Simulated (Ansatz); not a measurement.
AlN, space group P6_3/mmc: relaxations under a series of pressures, run with the Python package of Ansatz (0.2.0).

The script reads `POSCAR`:
```text
AlN
1.0
   3.31211574    0.00000000    0.00000000
  -1.65605787    2.86837637    0.00000000
   0.00000000    0.00000000    4.18756300
Al N
2 2
Direct
   0.33333333    0.66666667    0.75000000
   0.66666667    0.33333333    0.25000000
   0.33333333    0.66666667    0.25000000
   0.66666667    0.33333333    0.75000000
```

`aln_compress.py`:
```python
'''Volume and enthalpy of AlN against pressure.'''

import warnings

import ansatz
from ase.io import read
import numpy as np

def edges_and_angles(cell):
    cell = np.asarray(cell)
    a, b, c = np.linalg.norm(cell, axis=1)
    cosines = cell[1] @ cell[2] / (b * c), cell[0] @ cell[2] / (a * c), cell[0] @ cell[1] / (a * b)
    return (a, b, c, *np.degrees(np.arccos(cosines)))

warnings.simplefilter('ignore', ansatz.DeckWarning)

atoms = read('POSCAR', format='vasp')
xtal = ansatz.Crystal.from_ase(atoms)

model = (
    xtal.calculation()
    .functional('PBEsol')
    .occupations('fixed')
    .scf(tolerance=1e-09)
    .kpoints(12, 12, 6)
)

# H = F + PV, with 1 GPa A^3 = 1/160.21766 eV
rows = []
for pressure in [-2, 0, 2, 5, 10]:
    done = model.relax(cell=True, pressure=pressure).run()
    cell = done.lattice.cell_ang
    n_atoms = len(done.lattice.sites)
    volume = abs(np.linalg.det(cell)) / n_atoms
    enthalpy = done.report['free_energy_ev'] / n_atoms + pressure * volume / 160.21766
    rows.append((pressure, volume, enthalpy, *edges_and_angles(cell)))
    print(f'{pressure} GPa done: {volume:.4f} A^3/atom')

print(' P (GPa)  V (A^3/atom)  H (eV/atom)     a       b       c')
for row in rows:
    print('{:8.1f} {:12.4f} {:14.5f} {:7.4f} {:7.4f} {:7.4f}'.format(*row[:6]))
p, v = np.array([row[0] for row in rows], float), np.array([row[1] for row in rows])
print('mean bulk modulus between rows (GPa):', np.round(-np.diff(p) / np.diff(np.log(v)), 1))
```

From its runs, with one value withheld:

| P (GPa) | relaxed V (Å³/atom) |
| --- | --- |
| -2 | 9.868 |
| 0 | ? |
| 2 | 9.683 |
| 5 | 9.555 |
| 10 | 9.360 |

What volume does the cell relax to at 0 GPa?

Murnaghan's form V = V0 (1 + B' P / B0)^(-1/B') through the 4 rows shown gives V0 = 9.773 Å³, B0 = 211.7 GPa and B' = 4.06, and so 9.773 Å³ an atom at 0 GPa. The run gave 9.773 Å³, 0.00 % away.

At a fixed pressure a relaxation lowers the enthalpy F + PV, while F alone can rise. The program warned that this SCF threshold is loose for forces or stresses. The structure comes from a database of computed cells and needn't be a stable or known phase. Symmetry holds the cell in this phase, whether or not it is the stable one at each pressure. The script silences the warnings on its input, which a real study should read. Run time: 66 s on 1 thread of Intel(R) Xeon(R) Processor @ 2.30GHz, with other jobs on the host, peak memory 0.58 GiB.
